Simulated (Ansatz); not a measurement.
## Straining Rh

Theory: Ansatz, DFT PBE, scalar-relativistic, plane waves, PAW. Run with 420 eV cutoff, 21×21×12 k-mesh, Gaussian smearing of 0.10 eV, no spin polarisation.

Starting point, cell and atoms relaxed:

```xyz
2
Lattice="2.7248 0.0000 0.0000 -1.3624 2.3597 0.0000 0.0000 0.0000 4.3848" Properties=species:S:1:pos:R:3 pbc="T T T"
Rh    1.3624    0.7866    3.2886
Rh    0.0000    1.5732    1.0962
```

Deformation: uniaxial strain along c, with the lengths of a and b and the atoms relaxed and the angles held, all within the symmetry that the strain leaves. Energies are extrapolated to zero smearing. On this cell's mesh the reference holds a stress of up to 0.46 GPa.

Q: Give the structure at +2.0 %.

A:
```xyz
2
Lattice="2.7088 0.0000 0.0000 -1.3544 2.3458 0.0000 0.0000 0.0000 4.4725" Properties=species:S:1:pos:R:3 pbc="T T T"
Rh    1.3544    0.7819    3.3544
Rh    0.0000    1.5639    1.1181
```
Space group P6_3/mmc (194), 4.9 meV/atom over the relaxed crystal.

This form isn't the element's structure at ambient conditions.